**Q:** I need a single layer of WS₂ that emits light well, so I want a direct gap. Six functionals were run on the same layer, and I read all six as saying that the gap is indirect. Can I drop the material?

Plane-wave Kohn–Sham DFT calculations with Ansatz 0.2.0 and Ansatz PAW datasets for a single layer of WS₂ at one fixed geometry, without spin polarisation or spin-orbit coupling. All rows use a 5×5×1 k mesh through Γ and Fermi–Dirac smearing of 0.05 eV; both gaps are taken from the levels at the mesh points only.

| functional | wave cutoff | density cutoff | gap on mesh (eV) | direct gap on mesh (eV) |
| --- | --- | --- | --- | --- |
| B3LYP | 420 eV | 1680 eV | 3.211 | 3.695 |
| HSE03 | 420 eV | 1680 eV | 2.616 | 3.142 |
| HSEsol | 420 eV | 1680 eV | 2.778 | 3.311 |
| PBE0 | 420 eV | 1680 eV | 3.483 | 4.006 |
| PBEsol0 | 420 eV | 1680 eV | 3.471 | 3.998 |
| r2SCANh | 500 eV | 2000 eV | 2.822 | 3.344 |

**A:** First say what the two gap columns compare. The gap on mesh is the distance from the highest filled level to the lowest empty one, wherever among the sampled k points each of them lies. The direct gap on mesh requires both levels to sit at the same k point, as emission of light without help from a lattice vibration does. What do you see when you subtract one from the other?

**Q:** The direct gap is larger by about half an electronvolt in every row. Six functionals that agree so well should be convincing.

**A:** Look at how well they agree, and on what. The gap on mesh itself runs over 0.87 eV from HSE03 to PBE0, while the excess of the direct gap varies by only 0.05 eV, and by about 0.01 eV if B3LYP is set aside. The functionals disagree about the gap and agree about the excess. The excess must therefore come mainly from something that the rows share. That may be the material, but it may also be a setting.

**Q:** Why would a change of functional leave the excess alone?

**A:** Take the limiting case in which a functional moves all filled levels down by one amount and all empty levels up by another. Both gaps then grow equally and their difference stays fixed. PBE0 and HSE03 come close to this: they use the same fraction of exact exchange, but HSE03 cuts off its long-range part, which lowers the gap on mesh by 0.87 eV and the direct gap by 0.86 eV. The size of that shift may still depend on the mesh, because long-range exchange converges slowly with the number of k points. Its evenness is what matters here: changing the functional hardly tests whether the gap is direct.

**Q:** So which shared setting do you suspect?

**A:** The k mesh. In a hexagonal layer of this kind the two candidates for the top of the filled band are Γ, the centre of the Brillouin zone, and K, its corner. K has the coordinates (1/3, 1/3), and a 5×5 mesh through Γ contains only fifths. Γ is hit exactly, while the nearest mesh point misses K by 0.26 Å⁻¹, a fifth of the distance between Γ and K. The contest is unfair before any functional enters it.

**Q:** Can you see that in the levels, or only in the geometry?

**A:** The HSE03 levels fit it. The highest filled level is at Γ, the lowest empty one is about three fifths of the way from Γ to K, and the smallest direct gap is at the neighbour of K. I placed these points by the lowest sulfur 3s band, which rises steadily with distance from Γ. Of the excess of 0.53 eV, 0.39 eV arises because the filled level beside K lies below that at Γ, and the other 0.14 eV comes from the empty levels.

**Q:** Why should missing K by so little matter?

**A:** Because the band edges are sharply curved there. At K symmetry forbids the highest filled and the lowest empty state to mix. A step q away from K lets them mix with a strength vq, where v measures how fast the coupling grows. Mixing pushes the filled level down and the empty one up, so a point beside K reads both edges wrongly, and each error widens the direct gap.

For two levels that are a gap G_K apart at K, this repulsion gives G(q) = √(G_K² + (2vq)²). If v were zero, the bands would be flat and a near miss would cost nothing. If G_K were zero, the gap would open in proportion to q, as in graphene. WS₂ lies between these limits.

**Q:** How large is the error, then?

**A:** Take HSE03, with v roughly 4.4 eV Å, a recalled value for this material. At the neighbour of K, 2vq is 2 × 4.4 × 0.26 ≈ 2.3 eV, and the calculated direct gap is 3.14 eV. The gap at K would then be √(3.14² − 2.3²) ≈ 2.1 eV. The mesh would overstate the direct gap by something of the order of 1 eV. In this model each edge carries half of the error. Raising the filled level by about 0.5 eV would lift it above Γ, which it missed by 0.39 eV, and lowering the empty level by as much would bring it below the lowest one on the mesh. The gap could then be direct, but neither contest is settled. Real bands need not share the error evenly, and the filled level clears Γ by only about 0.1 eV in this estimate; without spin-orbit coupling K and Γ are expected to lie nearly level. The mesh point at three fifths is also unlikely to be the floor of its own valley, so the rival of the empty level at K is expected to lie somewhat lower than the mesh shows.

**Q:** May I use 2.1 eV as the corrected gap?

**A:** No. Try the same formula at twice the distance from K, where the lowest empty level was found; this point lies towards Γ and the neighbour towards M, a difference that the formula ignores. It predicts √(2.1² + 4.6²) ≈ 5.1 eV, but HSE03 gives 3.58 eV. Other orbitals take part there and bend the empty band down into a second valley, which two levels cannot describe. The same orbitals may already weaken the effect closer to K, so 1 eV may be too large. The estimate shows that the mesh error can be as big as the effect you wanted to read, and no more than that.

**Q:** Does anything else work against K?

**A:** Yes, the calculations leave out spin-orbit coupling. In a WS₂ layer it splits the filled band at K by roughly 0.4 eV, which lifts the upper branch by about half of that, while the level at Γ stays unsplit. In the filled band this omission lowers K relative to Γ in every row, just as the mesh does. In the empty band it is expected to work the other way, because the coupling would split the second valley more than the edge at K and so lower that valley further. A better functional would repair neither fault.

**Q:** Then what is the verdict on my layer?

**A:** The table gives you no ground for dropping it. It is well established that a real single layer of WS₂ has its direct gap at K. To see whether these functionals agree, calculate the levels at K itself, with spin-orbit coupling and for a relaxed layer, since the atoms here were held fixed and still feel forces. For a given potential, adding k points can only lower the two gaps or leave them unchanged, so read both columns as upper bounds in that sense.

**Q:** Is there a rule that I can apply to the next layer?

**A:** Ask whether the mesh contains the points where the band edges compete. For a hexagonal layer and an N×N mesh through Γ, K is included only when N is a multiple of three; otherwise the nearest point misses it by 1/N of the distance from Γ to K. A 6×6 mesh therefore hits K, while a 7×7 mesh, though denser, does not. The warning sign is the one you took for proof: a difference that stays put while the functional changes may belong to a setting that never changed.
